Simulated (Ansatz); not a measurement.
## BN: checking dH/dP = V

These are results of DFT r2SCAN, scalar-relativistic, plane waves, PAW in Ansatz 0.2.0, not measurements. Run with 500 eV cutoff, 12×12×4 k-mesh, Gaussian smearing of 0.02 eV, no spin polarisation.

Starting point, cell and atoms relaxed:

```
B N
1.0
     2.50093    0.00000    0.00000
    -1.25046    2.16587    0.00000
     0.00000    0.00000    6.87426
B N
2 2
Direct
  0.33333 0.66667 0.25000
  0.66667 0.33333 0.75000
  0.33333 0.66667 0.75000
  0.66667 0.33333 0.25000
```

Cell and atoms were relaxed at each target pressure within the start's symmetry (P6_3/mmc), at zero temperature; other phases can be more stable under pressure. H = E + PV with P the target; E is the free energy at the smearing used, whose derivative the pressure is, per atom and counted from zero pressure. The mesh named is that at zero pressure; some other pressures ran on another.

```tsv
P (GPa)	V (Å³/atom)	E − E0 (meV)	H − H0 (meV)
0	9.309	0.0	0.0
1	8.962	1.0	57.0
4	8.363	9.8	218.6
12	7.597	45.9	615.0
25	6.926	120.9	1201.7
50	6.188	288.2	2219.4
90	5.509	577.7	3672.1
```

Thermodynamics gives dH/dP = V along a relaxed path. Integrate V over P by the trapezoid rule and compare with the computed enthalpies.

With 1 eV/Å³ = 160.22 GPa, each step adds the mean volume times ΔP / 160.22:
```
P (GPa)  ∫V dP (meV) H − H0 (meV) difference (meV)
      1         57.0          57.0               0.0
      4        219.2         218.6               0.6
     12        617.7         615.0               2.7
     25       1206.9        1201.7               5.2
     50       2230.0        2219.4              10.7
     90       3690.1        3672.1              18.0
```

V(P) curves upward, so the trapezoid rule runs high; integrating a smooth curve through the same points (P as a polynomial of degree 4 in ln V) puts that excess at about 18.5 meV at 90 GPa, against the 18.0 meV found.

At 90 GPa, how much of the enthalpy change is stored energy and how much is the PV term?

E rises by 578 meV/atom and PV is 90 × 5.509 / 160.22 = 3094 meV/atom, so PV makes 84 % of ΔH. So between rival structures at high pressure a small difference in volume can outweigh the difference in energy: 1 % of this volume is worth 30.9 meV/atom at this pressure.

What bulk modulus do the lowest pressures give, and how is the compression shared among the axes?

From the pressures that the runs reached, -1.00 GPa (10.419 Å³) and 1.00 GPa (8.962 Å³), B = −ΔP/Δln V = 2.00 / 0.1507 = 13 GPa, a mean over that range. Where layers or molecules are held by dispersion forces, this functional describes the zero-pressure volume and B poorly. The linear compressibilities −Δln(length)/ΔP are 0.93 along a, 0.93 along b, 73.59 along c (in TPa⁻¹). With fixed angles they add up to 1/B: 75.46 against 75.46. Softest: c, at 98 % of the volume change per axis.

The gap is 4.855 eV at -1.00 GPa and 4.795 eV at 1.00 GPa. What pressure coefficient and volume deformation potential follow?

dE_g/dP = -30.5 meV/GPa, and a_V = dE_g/d ln V = −B dE_g/dP = 0.40 eV. A gap that closes or barely moves under pressure is usual where the conduction edge lies away from the zone centre, has d character, or where the bands broaden faster than they shift. The band edges lie at other k points in the two runs, so this is a mean over different edges. Gaps are generalised Kohn–Sham gaps over the whole zone.

The enthalpies and volumes are mutually consistent, since the remaining difference is what the trapezoid rule itself produces; this tests the numerics, not the equation of state. The compression reflects two kinds of bonding. Strong, partly ionic sp² σ bonds hold a nearly fixed, while the weakly bound gap between layers yields along c. As the layers approach, Pauli repulsion between their filled π states rises steeply, which probably explains most of the early flattening of V(P).

The volume changes far more between -1.00 GPa and zero than between zero and 1.00 GPa, so the 13 GPa mainly describes layers being pulled apart and understates the stiffness under compression. This asymmetry may come from the anharmonic interlayer potential, from missing dispersion attraction, or from both. The symmetry also keeps every layer flat, ruling out the buckling that leads towards sp³-bonded wurtzite BN, so the smooth curve up to 90 GPa is no evidence that the layered form resists that change.
